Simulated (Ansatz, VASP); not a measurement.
## Tl in VASP and in Ansatz

File INCAR:

```
SYSTEM = Tl
AGGAC = 1.0 ; AGGAX = 1.0
ALDAC = 0.0 ; ALDAX = 1.0
ALGO = Fast ; EDIFF = 1E-6
ENCUT = 520 ; GGA = B5
ISIF = 2 ; ISMEAR = -5
IVDW = 13 ; LASPH = .True.
LCHARG = .False. ; LREAL = .False.
LWAVE = .False. ; NBANDS = 12
NELM = 100 ; PREC = Accurate
SIGMA = 0.05 ; VDW_A1 = 0.44488865
VDW_A2 = 4.0933009 ; VDW_S6 = 1.0
VDW_S8 = 2.34076671
```

File KPOINTS:

```
k-points
0
Gamma
  10 10 10
  0 0 0
```

POSCAR

```
Tl
1.0
   -1.9559951735      1.9559951735      1.9559951735
    1.9559951735     -1.9559951735      1.9559951735
    1.9559951735      1.9559951735     -1.9559951735
Tl
1
Direct
    0.0000000000      0.0000000000      0.0000000000
```

input.yaml

```yaml
crystal:
  lattice:
    - [-1.9559951735, 1.9559951735, 1.9559951735]
    - [1.9559951735, -1.9559951735, 1.9559951735]
    - [1.9559951735, 1.9559951735, -1.9559951735]
  atoms:
    - { symbol: Tl, position: [0.0, 0.0, 0.0] }
kpoints:
  mp_grid: { grid: [10, 10, 10] }
scf:
  occupations: { method: tetrahedron }
hamiltonian:
  xc: blyp
  dispersion: d4
  pseudopotentials: { kind: all_electron, lapw: { basis_error: 0.001 } }
output:
  forces: true
  stress: true
  eigenvalues: true
  dos: { projected: false, de: 0.1, e_range: [-10, 6] }
```

This isn't the form of Tl at room conditions, which is hcp.

Alike in both runs: functional BLYP; dispersion D4; k mesh 10 × 10 × 10; occupations tetrahedron; no spin polarisation.

|  | VASP | Ansatz |
| --- | --- | --- |
| version | VASP 6.6.1 | Ansatz 0.2.0 |
| potentials or method | VASP PAW PBE potentials, release 64 (Tl_d) | all-electron LAPW, scalar-relativistic |
| plane-wave cutoff (eV) | 520 | see its input |
| task | single point | density of states |

```csv
,VASP,Ansatz,Ansatz less VASP
gap on the k mesh at the Fermi level (eV),none,none,-
pressure (GPa),1.5,1.4,-0.08
dispersion energy (meV/atom),-641.9,-642.1,-0.24
```

A gap of «none» marks a metal or a gap that the smearing closes. Ansatz ran all-electron here, so the differences hold the error of VASP's frozen core and of both bases.

Caveats: pairwise dispersion overbinds metals, which lowers pressure and volume; the PAW data sets were made with another functional, which shifts forces and pressure a little (VASP); tetrahedron occupations give inexact forces and stress in metals (VASP); the program warned that the printed levels may be off, so bands, gaps and densities of states are rough (Ansatz); the density of states is complete only up to the lowest level of the last band computed (Ansatz); with tetrahedron occupations forces and stress needn't match the slope of the energy (Ansatz). Spin-orbit coupling is left out, which matters for the levels of Tl.
